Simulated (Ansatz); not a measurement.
A short molecular-dynamics run on C₇H₁₀ (`C1=C[C@H]2CC[C@@H]1C2`).

```yaml
crystal:
  periodic: [false, false, false]
  atoms:
    - {symbol: C, position_ang: [-1.210940, -0.676765, 0.829744]}
    - {symbol: C, position_ang: [-0.003593, -1.153978, 1.131306]}
    - {symbol: C, position_ang: [1.016910, -0.192871, 0.569938]}
    - {symbol: C, position_ang: [0.952823, -0.363113, -0.973472]}
    - {symbol: C, position_ang: [-0.448264, 0.190894, -1.323439]}
    - {symbol: C, position_ang: [-1.011593, 0.609037, 0.063313]}
    - {symbol: C, position_ang: [0.264431, 1.133498, 0.732990]}
    - {symbol: H, position_ang: [-2.164319, -1.168251, 0.978961]}
    - {symbol: H, position_ang: [0.227719, -2.113699, 1.576432]}
    - {symbol: H, position_ang: [2.020622, -0.253263, 0.989149]}
    - {symbol: H, position_ang: [1.740830, 0.222804, -1.453111]}
    - {symbol: H, position_ang: [1.085729, -1.403827, -1.272206]}
    - {symbol: H, position_ang: [-0.376539, 1.060164, -1.981874]}
    - {symbol: H, position_ang: [-1.086274, -0.544916, -1.814882]}
    - {symbol: H, position_ang: [-1.866113, 1.283280, 0.018438]}
    - {symbol: H, position_ang: [0.111791, 1.407944, 1.778225]}
    - {symbol: H, position_ang: [0.727780, 1.962863, 0.190588]}
basis:
  gaussian: {orbitals: "6-31G*"}
hamiltonian: {xc: {name: r2SCAN}, dispersion: d3bjatm}
md: {timestep: 1 fs, n_steps: 30, ensemble: nve, temperature: 1500, initial_velocities: maxwell_boltzmann, seed: 656}
```

```sh
$ ansatz run in.yaml --threads 2 --pin off --events-out ev --progress --plain --max-ram 22528MiB --backend cpu
```

| step | time (fs) | potential energy (eV) | kinetic (eV) | T (K) | conserved (eV) |
| --- | --- | --- | --- | --- | --- |
| 0 | 0.0 | -7416.6720 | 2.9083 | 1500 | -7413.7636 |
| 1 | 1.0 | -7416.4666 | 2.7135 | 1400 | -7413.7530 |
| 2 | 2.0 | -7415.9800 | 2.2446 | 1158 | -7413.7354 |
| 3 | 3.0 | -7415.4740 | 1.7475 | 901 | -7413.7265 |
| 4 | 4.0 | -7415.0939 | 1.3675 | 705 | -7413.7264 |
| 5 | 5.0 | -7414.8436 | 1.1125 | 574 | -7413.7311 |
| 6 | 6.0 | -7414.6493 | 0.9131 | 471 | -7413.7362 |
| 7 | 7.0 | -7414.4494 | 0.7190 | 371 | -7413.7304 |
| 8 | 8.0 | -7414.3486 | 0.6326 | 326 | -7413.7160 |
| 9 | 9.0 | -7414.5427 | 0.8196 | 423 | -7413.7231 |
| 10 | 10.0 | -7414.9275 | 1.1826 | 610 | -7413.7449 |
| 11 | 11.0 | -7415.1865 | 1.4358 | 741 | -7413.7507 |
| 12 | 12.0 | -7415.2128 | 1.4720 | 759 | -7413.7408 |
| 13 | 13.0 | -7415.1377 | 1.4062 | 725 | -7413.7315 |
| 14 | 14.0 | -7415.0998 | 1.3695 | 706 | -7413.7303 |
| 15 | 15.0 | -7415.1249 | 1.3913 | 718 | -7413.7336 |
| 16 | 16.0 | -7415.1621 | 1.4231 | 734 | -7413.7390 |
| 17 | 17.0 | -7415.1320 | 1.3908 | 717 | -7413.7412 |
| 18 | 18.0 | -7415.0196 | 1.2884 | 664 | -7413.7312 |
| 19 | 19.0 | -7414.9790 | 1.2573 | 648 | -7413.7217 |
| 20 | 20.0 | -7415.1382 | 1.4052 | 725 | -7413.7330 |
| 21 | 21.0 | -7415.3463 | 1.6005 | 825 | -7413.7459 |
| 22 | 22.0 | -7415.4133 | 1.6693 | 861 | -7413.7440 |
| 23 | 23.0 | -7415.3528 | 1.6174 | 834 | -7413.7354 |
| 24 | 24.0 | -7415.2849 | 1.5530 | 801 | -7413.7319 |
| 25 | 25.0 | -7415.2684 | 1.5352 | 792 | -7413.7333 |
| 26 | 26.0 | -7415.2857 | 1.5490 | 799 | -7413.7367 |
| 27 | 27.0 | -7415.2808 | 1.5394 | 794 | -7413.7415 |
| 28 | 28.0 | -7415.1874 | 1.4465 | 746 | -7413.7409 |
| 29 | 29.0 | -7415.0273 | 1.2969 | 669 | -7413.7303 |
| 30 | 30.0 | -7414.9525 | 1.2268 | 633 | -7413.7258 |

Velocities are drawn at the set temperature; a run this short doesn't reach equilibrium.

Frames (Å, forces in eV/Å):

```xyz
17
time=0.0 fs
C    -1.211   -0.677    0.830   -0.468    0.077    0.012
C    -0.004   -1.154    1.131    0.344   -0.245    0.215
C     1.017   -0.193    0.570    0.174   -0.056    0.115
C     0.953   -0.363   -0.973    0.109   -0.059   -0.126
C    -0.448    0.191   -1.323   -0.057    0.006   -0.167
C    -1.012    0.609    0.063   -0.197    0.089    0.021
C     0.264    1.133    0.733    0.049    0.159    0.061
H    -2.164   -1.168    0.979   -0.165   -0.075   -0.001
H     0.228   -2.114    1.576    0.058   -0.164    0.055
H     2.021   -0.253    0.989    0.181   -0.004    0.063
H     1.741    0.223   -1.453    0.126    0.094   -0.076
H     1.086   -1.404   -1.272    0.025   -0.163   -0.046
H    -0.377    1.060   -1.982    0.011    0.139   -0.104
H    -1.086   -0.545   -1.815   -0.103   -0.112   -0.078
H    -1.866    1.283    0.018   -0.145    0.124   -0.018
H     0.112    1.408    1.778   -0.023    0.044    0.162
H     0.728    1.963    0.191    0.080    0.147   -0.087
17
time=3.0 fs
C    -1.231   -0.751    0.853   -2.858    2.631   -1.287
C     0.001   -1.134    1.099    0.154   -2.942    2.599
C     1.002   -0.194    0.623    0.964    0.300   -2.059
C     0.930   -0.331   -0.973    1.049   -0.434   -0.333
C    -0.440    0.165   -1.355   -0.211    3.264    0.584
C    -0.986    0.640    0.047   -2.662   -0.591    1.174
C     0.300    1.123    0.750   -0.975    2.123   -1.141
H    -2.325   -1.124    1.041    2.538    0.236   -0.298
H     0.241   -2.031    1.675    0.204   -0.122   -0.273
H     2.015   -0.186    1.005    0.314   -0.524    0.254
H     1.754    0.170   -1.484    0.040    1.083    0.281
H     1.070   -1.270   -1.461    0.084   -1.778    0.652
H    -0.300    1.057   -2.040   -0.564   -0.794    0.469
H    -1.154   -0.509   -1.765   -0.276   -0.916   -0.684
H    -1.958    1.299    0.090    1.958   -0.893   -0.405
H     0.132    1.518    1.802    0.354   -0.369   -1.226
H     0.738    1.861   -0.015   -0.113   -0.275    1.690
17
time=6.0 fs
C    -1.268   -0.807    0.867    1.165    4.255   -1.970
C     0.007   -1.133    1.084   -1.468   -3.404    3.539
C     0.995   -0.192    0.663    1.944    0.495   -2.884
C     0.916   -0.303   -0.976    2.484   -2.667   -1.691
C    -0.434    0.159   -1.382   -2.252    1.944    1.261
C    -0.978    0.666    0.038   -1.288   -2.300    1.356
C     0.329    1.127    0.758   -1.839    1.464   -2.591
H    -2.298   -1.067    1.081    0.369   -0.782    0.081
H     0.271   -1.962    1.750    0.184   -0.347   -0.440
H     2.030   -0.163    1.039   -0.323   -0.774   -0.001
H     1.766    0.201   -1.489   -0.528    0.845    0.699
H     1.060   -1.263   -1.586    0.009   -0.011    1.986
H    -0.269    0.998   -2.066   -0.683    0.122   -0.254
H    -1.230   -0.537   -1.765    1.261    0.227   -0.031
H    -1.905    1.253    0.129    0.416    0.377   -0.525
H     0.180    1.601    1.738    0.222   -0.101   -0.182
H     0.743    1.746   -0.088    0.326    0.657    1.646
17
time=9.0 fs
C    -1.295   -0.832    0.867    5.029    4.641   -2.208
C     0.002   -1.156    1.095   -1.916   -1.734    2.779
C     1.000   -0.188    0.682    0.886   -0.199   -2.956
C     0.918   -0.293   -0.989    2.065   -2.206   -0.859
C    -0.443    0.168   -1.400   -1.930    0.891    2.213
C    -0.978    0.676    0.038    1.078   -3.708    0.852
C     0.344    1.140    0.750   -2.427   -0.583   -1.825
H    -2.254   -1.077    1.132   -2.070   -1.303    0.579
H     0.317   -1.925    1.791    0.000   -0.808   -0.224
H     2.024   -0.203    1.075   -0.157   -0.588   -0.082
H     1.738    0.303   -1.440   -0.396    0.261    0.377
H     1.054   -1.269   -1.553    0.342    0.229    1.550
H    -0.295    0.951   -2.113   -0.494    0.916   -0.652
H    -1.211   -0.554   -1.771    1.029    0.148    0.034
H    -1.830    1.246    0.127   -1.995    1.860   -0.273
H     0.245    1.677    1.661   -0.112    0.254    1.117
H     0.780    1.691   -0.035    1.069    1.931   -0.423
17
time=12.0 fs
C    -1.292   -0.826    0.852    0.691    2.682   -0.240
C    -0.016   -1.191    1.125   -0.485    0.032    1.592
C     1.011   -0.185    0.680   -0.654   -1.102   -2.508
C     0.935   -0.298   -1.008    0.542    0.828    1.410
C    -0.465    0.185   -1.403    0.412    1.806    1.500
C    -0.975    0.661    0.045   -2.120   -0.713    0.447
C     0.343    1.151    0.728   -0.718    0.992   -0.554
H    -2.331   -1.181    1.215    1.981    0.365   -0.929
H     0.360   -1.952    1.810   -0.439   -0.613   -0.317
H     2.006   -0.292    1.104    0.235   -0.102   -0.121
H     1.679    0.428   -1.361    0.189   -0.422   -0.263
H     1.079   -1.270   -1.396    0.794   -1.304   -0.251
H    -0.364    0.967   -2.201   -0.365   -0.169    0.827
H    -1.115   -0.567   -1.779   -0.542   -0.947   -0.357
H    -1.876    1.361    0.097    1.117   -0.797   -0.289
H     0.301    1.762    1.660   -0.386   -0.934   -0.118
H     0.891    1.779    0.006   -0.250    0.400    0.172
17
time=15.0 fs
C    -1.281   -0.800    0.835    0.413    1.268    0.777
C    -0.037   -1.227    1.166    0.583    1.588    0.045
C     1.019   -0.189    0.660   -0.935   -1.409   -1.411
C     0.956   -0.299   -1.018   -0.022    0.345    1.958
C    -0.486    0.212   -1.395    0.535   -0.834    0.421
C    -0.984    0.641    0.055   -2.140    0.567   -0.274
C     0.337    1.169    0.701    1.065    1.438    0.229
H    -2.269   -1.261    1.227    1.558    0.997   -1.190
H     0.366   -2.030    1.802   -0.761   -0.142   -0.438
H     2.003   -0.389    1.120   -0.094    0.491   -0.466
H     1.635    0.516   -1.302    0.629   -0.965   -0.632
H     1.165   -1.353   -1.249    0.338    0.556   -0.706
H    -0.463    0.976   -2.227    0.018   -0.252    1.175
H    -1.048   -0.642   -1.808   -0.227    0.291    0.297
H    -1.851    1.424    0.046    1.236   -1.556    0.063
H     0.324    1.773    1.657   -0.679   -1.235   -0.327
H     0.984    1.905    0.055   -1.516   -1.148    0.478
17
time=18.0 fs
C    -1.265   -0.763    0.823    3.567    1.730    0.318
C    -0.054   -1.251    1.208    0.944    2.984   -1.674
C     1.019   -0.204    0.630   -0.910   -0.962   -0.467
C     0.978   -0.297   -1.014   -0.105   -0.622    1.967
C    -0.502    0.234   -1.383    0.719   -3.857    0.935
C    -1.008    0.623    0.063    1.306   -1.035   -0.567
C     0.338    1.195    0.677    0.393   -1.336    0.754
H    -2.102   -1.270    1.149   -2.613   -0.528    0.051
H     0.310   -2.123    1.759   -0.620    0.004   -0.223
H     1.994   -0.446    1.098   -0.027    0.773   -0.526
H     1.644    0.526   -1.295    0.748   -0.872   -0.613
H     1.278   -1.397   -1.164   -0.426    1.830   -1.048
H    -0.561    0.972   -2.163    0.328    0.825   -0.093
H    -1.003   -0.697   -1.815   -0.067    1.220    0.648
H    -1.740    1.373   -0.001   -1.741    0.704    0.244
H     0.290    1.687    1.637   -0.707   -0.351    0.988
H     0.959    1.945    0.137   -0.790   -0.508   -0.694
17
time=21.0 fs
C    -1.228   -0.716    0.815    0.202   -0.570    1.386
C    -0.065   -1.254    1.238    1.418    2.955   -2.344
C     1.014   -0.225    0.596   -0.680    0.072    0.115
C     0.998   -0.298   -0.996   -0.539    0.950    1.316
C    -0.513    0.230   -1.365    1.722   -2.270    0.876
C    -1.023    0.599    0.067    1.766    0.360   -0.826
C     0.340    1.212    0.659   -1.687   -3.926    2.898
H    -2.109   -1.302    1.056   -0.879    0.637   -0.505
H     0.201   -2.214    1.694   -0.326    0.356   -0.159
H     1.987   -0.440    1.035    0.491    0.600   -0.116
H     1.712    0.463   -1.338    0.249   -0.395   -0.159
H     1.360   -1.306   -1.168   -0.465   -0.310   -1.325
H    -0.631    1.027   -2.097    0.566    0.299    0.001
H    -0.971   -0.661   -1.774   -0.856   -0.154   -0.166
H    -1.755    1.364   -0.028   -1.433    0.275    0.394
H     0.199    1.565    1.686   -0.179   -0.066    0.204
H     0.874    1.954    0.157    0.630    1.188   -1.588
17
time=24.0 fs
C    -1.189   -0.673    0.815   -3.810   -2.531    1.419
C    -0.065   -1.236    1.251    1.653    1.607   -2.093
C     1.004   -0.246    0.563    0.718    0.818    1.040
C     1.015   -0.293   -0.969   -0.707    0.912   -0.558
C    -0.512    0.210   -1.341    1.829    0.117   -0.139
C    -1.027    0.578    0.065   -0.110    3.318   -0.941
C     0.332    1.203    0.660   -1.370   -1.943    2.214
H    -2.196   -1.286    0.930    1.657    1.690   -0.367
H     0.065   -2.273    1.616    0.142    0.831   -0.144
H     2.015   -0.382    0.959    0.115    0.331    0.143
H     1.800    0.368   -1.393   -0.482    0.335    0.480
H     1.401   -1.237   -1.283   -0.696   -1.375   -0.828
H    -0.652    1.103   -2.028    0.745   -1.027    0.528
H    -1.009   -0.636   -1.746   -0.904   -0.756   -0.649
H    -1.883    1.373   -0.022    1.118   -1.713    0.487
H     0.094    1.439    1.749    0.639    0.302   -1.189
H     0.819    2.030    0.068   -0.540   -0.916    0.597
17
time=27.0 fs
C    -1.175   -0.645    0.825   -2.985   -1.225    0.230
C    -0.054   -1.207    1.250    1.099    0.706   -1.817
C     0.999   -0.261    0.538    1.950    1.230    2.141
C     1.026   -0.284   -0.948   -0.626   -2.028   -3.524
C    -0.498    0.189   -1.318    0.406   -1.153   -0.877
C    -1.030    0.579    0.057    0.533    2.200    0.042
C     0.313    1.179    0.676   -1.288   -1.100   -0.157
H    -2.164   -1.141    0.777    0.338    0.084    0.508
H    -0.057   -2.267    1.528    0.758    0.413    0.145
H     2.052   -0.296    0.896   -0.530   -0.052    0.333
H     1.851    0.300   -1.409   -0.681    0.875    0.697
H     1.379   -1.263   -1.457   -1.356    0.634    1.004
H    -0.612    1.104   -1.923    0.528   -0.453   -0.417
H    -1.112   -0.658   -1.764    0.733    0.931    0.191
H    -1.932    1.254    0.023    0.800   -0.527    0.044
H     0.039    1.341    1.728    0.715    0.885   -0.042
H     0.730    2.042    0.018   -0.395   -1.419    1.500
17
time=30.0 fs
C    -1.181   -0.627    0.838    0.380    0.530   -0.406
C    -0.036   -1.172    1.235    0.033    0.050   -1.475
C     1.007   -0.267    0.528    1.311    1.485    2.225
C     1.033   -0.287   -0.949   -1.830   -2.495   -3.734
C    -0.481    0.160   -1.301    0.071   -0.691   -0.520
C    -1.028    0.595    0.050    2.724   -0.661    1.126
C     0.285    1.146    0.692   -1.599   -2.154   -0.535
H    -2.123   -0.996    0.661   -2.406   -1.926    0.741
H    -0.116   -2.228    1.452    1.122   -0.301    0.412
H     2.050   -0.215    0.863   -0.101   -0.391    0.700
H     1.847    0.305   -1.371   -0.324    0.971    0.230
H     1.250   -1.249   -1.555   -0.484    0.612    1.514
H    -0.528    1.070   -1.856    0.221    0.592   -1.309
H    -1.161   -0.614   -1.771    1.021    0.574    0.193
H    -1.933    1.102    0.072   -1.561    1.896   -0.396
H     0.043    1.315    1.707    0.335    0.933    1.352
H     0.615    1.951    0.082    1.086    0.977   -0.119
```

It took 2.2 min on 2 threads of an AMD EPYC 7R13 on a shared host, with 0.75 GiB of host memory at the peak.
